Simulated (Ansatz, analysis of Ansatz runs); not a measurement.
# TiO2(100): segregation of Hf_Ti, part 2 of 2

How does the energy of Hf_Ti change with depth under the (100) face of TiO2? Model: a cell of 96 host atoms with 1 Ti taken out and 1 Hf put in, a symmetric slab with vacuum.

Ansatz 0.2.0; plane-wave PAW DFT, PBEsol and LDA; a slab with vacuum, neutral defects.

So far. Step 2 (The clean slab): On a dense mesh the slab's energy differs by 2 meV an atom, so the sampling is kept; the layers are compared at one sampling, where most of this error should cancel, which was not tested. Step 3 (Does the supercell reconstruct?): Atoms end at most 0.00 Å from the small cell's positions, so the small cell's structure is at least a local minimum.

**5. Energies and states**

Level of this step: plane-wave PAW DFT, PBEsol, periodic cell with vacuum; single point of a neutral defect in a slab on the structure relaxed with PBEsol; PAW set soft_1 (Ansatz).

Single points on the relaxed structures give the energies, all at one sampling, and show where the defect's states lie.

Input file layer2_M0.point.pbesol/input.yaml:

```yaml
crystal:
  lattice:
    - [9.818394, 0.0, 0.0]
    - [0.0, 11.039238, 0.0]
    - [0.0, 0.0, 22.0]
  atoms:
    - { symbol: Ti, position: [0.1410583, 0.19381202, 0.34784527] }
    - { symbol: Ti, position: [0.3631716, 0.07677565, 0.44917347] }
[... 38 atom lines left out ...]
    - { symbol: O, position: [0.44943618, 0.69527713, 0.60571411] }
[... 35 atom lines left out ...]
    - { symbol: Hf, position: [0.61615363, 0.67109496, 0.55254203] }
[... 4 atom lines left out ...]
    - { symbol: O, position: [0.53171224, 0.55542429, 0.49237826] }
[... 8 atom lines left out ...]
    - { symbol: O, position: [0.71466105, 0.56188683, 0.61165586] }
    - { symbol: O, position: [0.795715, 0.69243597, 0.50311412] }
[... 3 atom lines left out ...]
    - { symbol: O, position: [0.53329585, 0.8144727, 0.50396838] }
basis:
  ecutwfc: 420
  xc_grid: 2
hamiltonian:
  xc: pbesol
  pseudopotentials: { kind: paw, azcp: { folder: soft_1 }, xc_functional: pbe }
kpoints:
  mp_grid: { grid: [1, 1, 1] }
scf:
  occupations: { method: fermi_dirac, width: 0.01 }
  max_iter: 80
output:
  forces: true
  eigenvalues: true
  eigenstates: { localisation: true }
  populations: true
  write_density: true
  write_potential: true
  volumetric_format: npy
checkpoint:
  write: "../layer2_M0.point.pbesol.run"
  compress: false
  write_wavefunctions: false
  write_every: 100000
```

Command:

```bash
ansatz run input.yaml --threads 32 --pin off --max-ram 84787MiB --backend cuda --events-out ev --progress --plain --runs-dir out --max-vram 78GiB
```

The program printed:

```text
[...]
Crystal: 96 atoms, lattice volume = 2384.527 Å³
Basis set: ecut = 420 eV, 46709 PW (Γ), exchange–correlation on 144×150×300 points (8 copies of the dense FFT grid, shifted against one another)
Bands: 487, of which v1, the nominal top of the filled ones, is band 391 counted from 1 (390 counted from 0)
[...]
SCF iter   2: F=—  HF=-128370.851079 eV  |F-HF|=—  |Δ(HF+E_count)|=    7.08e1  Δρ=1.56e-1  dr2=6.34e2  ethr=3.10e-3  ⟨swp⟩=6.0  Hψ=1227  notcnv=0  defer=92
[...]
SCF iter  15: F=—  HF=-128303.450256 eV  |F-HF|=—  |Δ(HF+E_count)|=   8.43e-8  Δρ=3.00e-6  dr2=1.77e-7  ethr=2.32e-10  ⟨swp⟩=2.0  Hψ=609  notcnv=0  defer=92
SCF iter  16: F=-128303.450256 eV  HF=-128303.450256 eV  |F-HF|=4.28e-9  |Δ(HF+E_count)|=   5.69e-8  Δρ=1.59e-6  dr2=4.78e-8  ethr=1.28e-11  ⟨swp⟩=20.0  Hψ=4507  notcnv=0
SCF 1 converged in 16 iterations: F = -128303.450256 eV  dr2 = 4.78e-8
[...]
SCF converged after 16 iterations
[...]
--- Löwdin populations: 96 sites ---
[...]
spilling = 0.003390 (of n_electrons = 782.000000)
[...]
```

Run time: 3 s. Hardware: 1 × NVIDIA GB200 with 32 threads of Arm Neoverse V2, shared host; peak memory 1.7 GiB; 14 s of CPU time.

From eigenstates.tsv, first k-point; energies on the run's zero. The participation number counts the atoms that a state is spread over, of 96; bands count from 0.

```tsv
spin	band	energy (eV)	occupation	participation	largest share on	share
both	385	-1.039	2.00	32.3	O46	0.08
both	386	-1.028	2.00	20.0	O60	0.11
both	387	-1.020	2.00	24.6	O66	0.08
both	388	-1.003	2.00	19.1	O22	0.15
both	389	-0.953	2.00	39.7	O22	0.06
both	390	-0.792	2.00	55.6	O48	0.03
both	391	1.685	0.00	34.8	Ti5	0.05
both	392	2.004	0.00	21.0	Ti79	0.11
both	393	2.010	0.00	17.8	Ti2	0.14
both	394	2.030	0.00	17.8	Ti4	0.14
both	395	2.057	0.00	20.6	Ti5	0.12
```

Under PBEsol, periodic cell with vacuum at the zone centre alone, the highest filled state is spread over 56 of 96 atoms, and the lowest empty one, 2.48 eV above it, is spread over 35 of 96 atoms.

Against the clean slab and Ti (hcp) and Hf (hcp):

```tsv
layer	depth (Å)	total moment (μB)	formation energy (eV)	against the deepest layer (eV)
1	1.07	0	-0.29	0.59
2	3.29	0	-0.88	0.00
```

**6. The same structures under LDA**

LDA on the same structures tests whether the order of the layers belongs to the functional.

layer2_M0.point.lda/input.yaml, as its differences from layer2_M0.point.pbesol/input.yaml of step 5:

```diff
@@ -23,3 +23,3 @@
 hamiltonian:
-  xc: pbesol
+  xc: lda
   pseudopotentials: { kind: paw, azcp: { folder: soft_1 }, xc_functional: pbe }
@@ -29,3 +29,3 @@
   occupations: { method: fermi_dirac, width: 0.01 }
-  max_iter: 80
+  max_iter: 100
 output:
@@ -35,7 +35,4 @@
   populations: true
-  write_density: true
-  write_potential: true
-  volumetric_format: npy
 checkpoint:
-  write: "../layer2_M0.point.pbesol.run"
+  write: "../layer2_M0.point.lda.run"
   compress: false
```

The program printed:

```text
[...]
Crystal: 96 atoms, lattice volume = 2384.527 Å³
Basis set: ecut = 420 eV, 46709 PW (Γ), exchange–correlation on 144×150×300 points (8 copies of the dense FFT grid, shifted against one another)
Bands: 487, of which v1, the nominal top of the filled ones, is band 391 counted from 1 (390 counted from 0)
[...]
SCF iter   2: F=—  HF=-127168.252912 eV  |F-HF|=—  |Δ(HF+E_count)|=    6.73e1  Δρ=1.62e-1  dr2=6.88e2  ethr=3.10e-3  ⟨swp⟩=6.0  Hψ=1228  notcnv=0  defer=92
[...]
SCF iter  15: F=—  HF=-127095.208551 eV  |F-HF|=—  |Δ(HF+E_count)|=   1.36e-7  Δρ=2.60e-6  dr2=1.40e-7  ethr=2.31e-10  ⟨swp⟩=2.0  Hψ=609  notcnv=0  defer=92
SCF iter  16: F=-127095.208551 eV  HF=-127095.208551 eV  |F-HF|=2.15e-8  |Δ(HF+E_count)|=   8.75e-9  Δρ=1.40e-6  dr2=3.74e-8  ethr=1.28e-11  ⟨swp⟩=15.0  Hψ=2666  notcnv=0
SCF 1 converged in 16 iterations: F = -127095.208551 eV  dr2 = 3.74e-8
[...]
SCF converged after 16 iterations
[...]
--- Löwdin populations: 96 sites ---
[...]
spilling = 0.003381 (of n_electrons = 782.000000)
[...]
```

Elapsed: 2.3 s, on 1 × NVIDIA GB200 with 32 threads; peak memory 1.6 GiB.

Against the clean slab and Ti (hcp) and Hf (hcp):

```tsv
layer	depth (Å)	total moment (μB)	formation energy (eV)	against the deepest layer (eV)
1	1.07	0	-0.34	0.58
2	3.29	0	-0.92	0.00
```

The highest layer obtained now stands +0.58 eV from the deepest, against +0.59 eV before.

**7. What came out**

- highest less deepest of the layers obtained (PBEsol): 0.59 eV
- layer of the lowest energy (PBEsol): 2
- highest less deepest of the layers obtained (LDA): 0.58 eV
- layer of the lowest energy (LDA): 2

Under PBEsol Hf_Ti is 0.59 eV higher in layer 1 than in layer 2, 3.3 Å down, so of the sites run the one at the surface is the less favoured. The functionals give the same layer as lowest. The clean slab's gap at this sampling is 2.43 eV. Limits: neutral states alone; one site a layer, which need not be the same crystallographic site in every layer, at most four layers; one defect on one side of the slab, 9.8 Å from its images and with no dipole correction; the deepest layer of so thin a slab is not yet bulk, and the thickness was not varied; the in-plane lattice is the database's, not relaxed here; no adsorbates, no temperature.

[Logs are printed without paths, hosts, clocks, repeated set-up lines and the standing remarks that a program may print on its own settings, such as how far it seeks lower states.]

[Hosts, paths, dates, database ids (printed as entryN), source tags and the programs' standing remarks are cut or masked in the printed files.]

[Maps of the electrostatic potential energy from Ansatz leave out the sawtooth potential of an applied field or a dipole correction, so their vacuum need not be flat.]
